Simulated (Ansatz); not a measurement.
# Molecular dynamics of Li

Input:

```yaml
crystal:
  lattice:
    - [7.312873, 0.0, 0.0]
    - [0.0, 7.312873, 0.0]
    - [0.0, 0.0, 7.312873]
  atoms:
    - { symbol: Li, position: [-0.00348336, 0.0002773, 0.03533895] }
    - { symbol: Li, position: [0.56075125, -0.07327075, -0.10021018] }
    - { symbol: Li, position: [0.08668062, 0.48656749, 0.11012448] }
    - { symbol: Li, position: [0.07930005, -0.07847253, 0.44381738] }
    - { symbol: Li, position: [0.31966722, 0.23145784, 0.20081028] }
    - { symbol: Li, position: [0.55391712, 0.41789723, -0.07935609] }
    - { symbol: Li, position: [0.51757619, -0.10524274, 0.51350033] }
    - { symbol: Li, position: [0.67119086, 0.23607638, 0.25772563] }
    - { symbol: Li, position: [0.11000031, 0.48223274, 0.5445799] }
    - { symbol: Li, position: [0.43467498, 0.74129344, 0.15150294] }
    - { symbol: Li, position: [0.31556862, 0.22489226, 0.78775924] }
    - { symbol: Li, position: [0.50003905, 0.48117032, 0.53480578] }
    - { symbol: Li, position: [0.75734827, 0.57526721, 0.26133274] }
    - { symbol: Li, position: [0.7877473, 0.16819466, 0.6191577] }
    - { symbol: Li, position: [0.24825827, 0.74944774, 0.80053708] }
    - { symbol: Li, position: [0.86217292, 0.70303943, 0.75678867] }
basis:
  ecutwfc: 420.0
kpoints:
  mp_grid: { grid: [2, 2, 2] }
hamiltonian:
  xc: pbe
scf:
  occupations: { method: fermi_dirac, width: 0.1 }
  lower_state_search: "off"
md:
  timestep: 1
  n_steps: 400
  ensemble: nvt_langevin
  temperature: 720.0
  initial_velocities: maxwell_boltzmann
  seed: 355920
  friction: 0.02
  temperature_schedule:
    - { n_steps: 300, end_temperature: 300.0 }
    - { n_steps: 100, end_temperature: 300.0 }
```

Command:

```bash
$ ansatz run input.yaml --threads 1 --pin off --max-ram 3072MiB --backend cpu --events-out ev --progress --plain --runs-dir out
```

It goes on from the last frame of an earlier run, with new velocities.

Output, in part (step lines):

```
md step     0: t =     0.00 fs  T =   675.0 K (target 720.0 K)  F+E_penalty+E_count = -3272.61546500 eV  E_kin = 1.396008 eV  (7 SCF iters)
md step     1: t =     1.00 fs  T =   632.3 K (target 719.3 K)  F+E_penalty+E_count = -3272.60285607 eV  E_kin = 1.307696 eV  (6 SCF iters)
md step     2: t =     2.00 fs  T =   623.9 K (target 717.9 K)  F+E_penalty+E_count = -3272.59068180 eV  E_kin = 1.290422 eV  (6 SCF iters)
md step     3: t =     3.00 fs  T =   586.8 K (target 716.5 K)  F+E_penalty+E_count = -3272.57748430 eV  E_kin = 1.213514 eV  (6 SCF iters)
md step     4: t =     4.00 fs  T =   614.8 K (target 715.1 K)  F+E_penalty+E_count = -3272.56224551 eV  E_kin = 1.271425 eV  (6 SCF iters)
md step     5: t =     5.00 fs  T =   631.7 K (target 713.7 K)  F+E_penalty+E_count = -3272.54786847 eV  E_kin = 1.306353 eV  (5 SCF iters)
md step     6: t =     6.00 fs  T =   690.9 K (target 712.3 K)  F+E_penalty+E_count = -3272.53435526 eV  E_kin = 1.428931 eV  (5 SCF iters)
md step     7: t =     7.00 fs  T =   675.0 K (target 710.9 K)  F+E_penalty+E_count = -3272.51787675 eV  E_kin = 1.395911 eV  (5 SCF iters)
[... lines left out ...]
md step   398: t =   398.00 fs  T =   291.5 K (target 300.0 K)  F+E_penalty+E_count = -3273.53398137 eV  E_kin = 0.602930 eV  (4 SCF iters)
md step   399: t =   399.00 fs  T =   306.2 K (target 300.0 K)  F+E_penalty+E_count = -3273.52432299 eV  E_kin = 0.633356 eV  (4 SCF iters)
md step   400: t =   400.00 fs  T =   316.4 K (target 300.0 K)  F+E_penalty+E_count = -3273.51722287 eV  E_kin = 0.654456 eV  (5 SCF iters)
```

The steps, from the saved trajectory:

```csv
time (fs),T (K),potential energy less start (eV)
0.0,675,0.000
13.0,633,0.170
26.0,812,0.072
39.0,691,-0.086
52.0,628,-0.017
65.0,695,0.029
78.0,691,-0.017
91.0,715,-0.077
104.0,682,-0.236
117.0,607,-0.293
130.0,825,-0.406
143.0,954,-0.657
156.0,672,-0.858
169.0,644,-0.880
182.0,575,-0.804
195.0,512,-0.722
208.0,504,-0.743
221.0,397,-0.657
234.0,304,-0.595
247.0,251,-0.521
260.0,403,-0.634
273.0,411,-0.768
286.0,466,-0.967
299.0,514,-1.120
312.0,548,-1.054
325.0,418,-0.924
338.0,321,-0.928
351.0,457,-0.979
364.0,439,-0.987
377.0,476,-1.127
390.0,370,-1.038
```

All steps were run. The schedule's set-point averaged 335 K over the second half and the system 407 K, so it lags behind the ramp. A run of 0.4 ps of so small a system gives no equilibrium averages. Limits of this set-up: coarse k mesh.

Mean squared displacements from the first frame to the last, about the centre of mass: Li 0.74 Å².

Last frame:

```xyz
16
Lattice="7.3129 0.0000 0.0000 0.0000 7.3129 0.0000 0.0000 0.0000 7.3129" Properties=species:S:1:pos:R:3
Li 1.055 0.760 0.294
Li 4.068 0.358 0.733
Li 0.207 3.892 0.461
Li 0.672 -0.055 3.834
Li 2.253 2.410 2.642
Li 3.906 3.679 0.235
Li 4.035 0.188 4.030
Li 5.944 2.057 2.367
Li 0.257 4.369 4.720
Li 2.117 5.682 1.802
Li 2.872 1.815 5.533
Li 4.224 4.064 4.028
Li 5.800 5.843 1.907
Li 5.693 1.746 5.858
Li 2.677 5.745 5.896
Li 5.990 6.130 5.743
```

The run took 26 min on 1 thread of Arm Neoverse V1, with other jobs on the host, peak memory 0.6 GiB.
